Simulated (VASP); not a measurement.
# From an Ansatz input to VASP: Ge (strained diamond)

Ansatz input

```yaml
crystal:
  lattice:
    - [-0.0130500932, 2.8380077864, 2.8380077864]
    - [2.8380077864, -0.0130500932, 2.8380077864]
    - [2.8380077864, 2.8380077864, -0.0130500932]
  atoms:
    - { symbol: Ge, position: [-0.0002834072, -0.0002834072, -0.0002834072] }
    - { symbol: Ge, position: [0.2502834072, 0.2502834072, 0.2502834072] }
kpoints:
  mp_grid: { grid: [8, 8, 8] }
  band_path:
    path:
      - [0.0, 0.0, 0.0]
      - [0.5, 0.0, 0.5]
      - [0.625, 0.25, 0.625]
      - [0.375, 0.375, 0.75]
      - [0.5, 0.5, 0.5]
      - [0.5, 0.25, 0.75]
      - [-0.003581, 0.0, 0.003581]
    npoints: 1
hamiltonian:
  xc: r2scan
scf:
  occupations: { method: fermi_dirac, width: 0.02 }
  n_extra_bands: 4
output:
  forces: true
  stress: true
  eigenvalues: true
```

Q: Translate this input to VASP.

A: 

INCAR

```
PREC = Accurate
NSW = 0
ISMEAR = -1
NELM = 120
NBANDS = 21
LWAVE = .FALSE.
LREAL = .FALSE.
LCHARG = .FALSE.
IBRION = -1
EDIFF = 1E-7
SIGMA = 0.02
LASPH = .TRUE.
ISIF = 2
ENCUT = 520
ALGO = Normal
METAGGA = R2SCAN
```

KPOINTS

```
KPOINTS created by Atomic Simulation Environment
0
Gamma
8 8 8
0 0 0
```

KPOINTS_OPT

```
special points
7
Reciprocal
0.0000000000 0.0000000000 0.0000000000 1
0.5000000000 0.0000000000 0.5000000000 1
0.6250000000 0.2500000000 0.6250000000 1
0.3750000000 0.3750000000 0.7500000000 1
0.5000000000 0.5000000000 0.5000000000 1
0.5000000000 0.2500000000 0.7500000000 1
-0.0035810000 0.0000000000 0.0035810000 1
```

POSCAR

```
Ge
 1.0000000000000000
    -0.0130500932000000    2.8380077864000000    2.8380077864000000
     2.8380077864000000   -0.0130500932000000    2.8380077864000000
     2.8380077864000000    2.8380077864000000   -0.0130500932000000
 Ge
   2
Cartesian
 -0.0016049250194077 -0.0016049250194077 -0.0016049250194077
  1.4173462949194080  1.4173462949194080  1.4173462949194078
```

VASP ran with the recommended PBE PAW datasets (28 valence electrons in the cell). Other inputs would serve too.

```json
{"": "gap between bands v and c", "Ansatz": "0.24 eV", "VASP": "0.21 eV"}
{"": "least direct gap", "Ansatz": "0.24 eV", "VASP": "0.21 eV"}
{"": "pressure", "Ansatz": "-0.6 GPa", "VASP": "-0.5 GPa"}
```

Datasets and cutoffs are each program's own. VASP's cell holds 28 valence electrons and Ansatz's 28. Ansatz's stress includes a Pulay correction; VASP's doesn't.
